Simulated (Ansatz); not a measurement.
Runs of Ansatz 0.2.0 on SnO. Symmetry: P4/nmm, No. 129, tetragonal system. Conventional cell: a = 3.814 Å, b = 3.814 Å, c = 4.887 Å, α = 90.00°, β = 90.00°, γ = 90.00°. Sn (site symmetry 4mm) is surrounded by 4 O at 2.23 Å. O (site symmetry -4m2) is surrounded by 4 Sn at 2.23 Å. The cell is a database's computed one.

```tsv
task	level	potentials or basis	cell	k mesh	cutoff (eV)	gap on the mesh (eV)	pressure (GPa)	V0 of scaled cells (Å³/atom)	relaxed volume (Å³/atom)	B0 (GPa)
equation of state	r2SCAN+D3(BJ)	Ansatz PAW	as given	7 × 7 × 6	500	-	-	17.50	-	101
equation of state	PBE	Ansatz PAW large core	as given	7 × 7 × 6	420	-	-	18.48	-	(a)
equation of state	LDA	PseudoDojo LDA	as given	7 × 7 × 6	1143	-	-	17.22	-	102
relaxation of cell and atoms	PBEsol+D4	Ansatz PAW	relaxed	7 × 7 × 6	420	-	0.0	-	16.49	-
relaxation of cell and atoms	PBE	Ansatz PAW	relaxed	7 × 7 × 6	420	0.71	0.0	-	18.95	-
single point	PBE	Ansatz PAW	as given	12 × 12 × 10	420	(b)	3.6	-	-	-
relaxation of cell and atoms	rPW86-PBE+rVV10	Ansatz PAW	relaxed	7 × 7 × 6	420	0.60	0.0	-	18.69	-
```

Alike in all rows: no spin polarisation; smearing fermi-dirac 0.05 eV.

Task: Fill in the values left out.

Result: (a) 84; (b) 0.14.

Caveats: the cell was scaled at fixed shape and fractional positions, which overstates the stiffness of a crystal with free parameters, most of all of layers and chains (some runs); the plane-wave basis is chosen anew once the cell has moved, so the energies of steps on either side of that aren't comparable (some runs); spin-orbit coupling is left out, which moves the levels of the heavy elements (some runs); the PAW data sets come from PBE, with cores solved anew for the run's functional, which leaves a small shift of forces and pressure (some runs); odd divisions of the mesh miss points on the zone boundary, where band edges often lie, so the gap on the mesh can be too wide (some runs); the PAW data sets were made with another functional, which shifts forces and pressure a little (some runs); this set keeps more shells in the core, which shifts pressures and gaps (some runs).

A k mesh can miss the band edges, and the runs leave out spin-orbit coupling on Sn.
